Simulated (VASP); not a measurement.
Input of a VASP 6.6.1 run:

File INCAR:

```
PREC = Accurate
ENCUT = 350
EDIFF = 1E-7
ISMEAR = 0
SIGMA = 0.02
LREAL = False
LASPH = True
NELM = 60
ALGO = Fast
ISIF = 3
LWAVE = False
LCHARG = False
GGA = PE
IBRION = 2
NSW = 80
EDIFFG = -0.002
```

Contents of KPOINTS:

```
regular mesh
0
Gamma
  10 10 10
```

The input POSCAR:

```
Si
1.0
    0.0000000000      2.7154705000      2.7154705000
    2.7154705000      0.0000000000      2.7154705000
    2.7154705000      2.7154705000      0.0000000000
Si
2
Direct
    0.0000000000      0.0000000000      0.0000000000
    0.2500000000      0.2500000000      0.2500000000
```

Potentials or basis: VASP PAW PBE potentials, release 64 (Si).

Command:

```sh
$ cat potpaw_PBE.64/Si/POTCAR > POTCAR
$ mpirun -np 1 vasp_std > vasp.out
```

Q: Predict the relaxed cell.

A: a = 3.866 Å, b = 3.866 Å, c = 3.866 Å, α = 60.00°, β = 60.00°, γ = 60.00°.

Q: Predict the band gap on the k mesh.

A: 0.62 eV, indirect (least direct gap 2.56 eV).

The path:
```csv
step,energy change (eV),largest force (eV/Å),pressure (GPa),volume (Å³)
1,0.0000,0.0000,1.88,40.05
2,-0.0026,0.0000,-1.19,41.43
3,-0.0047,0.0000,0.01,40.86
```

A k mesh can miss the band edges. Expect the measured gap to be larger: semilocal functionals such as PBE lack the derivative discontinuity.
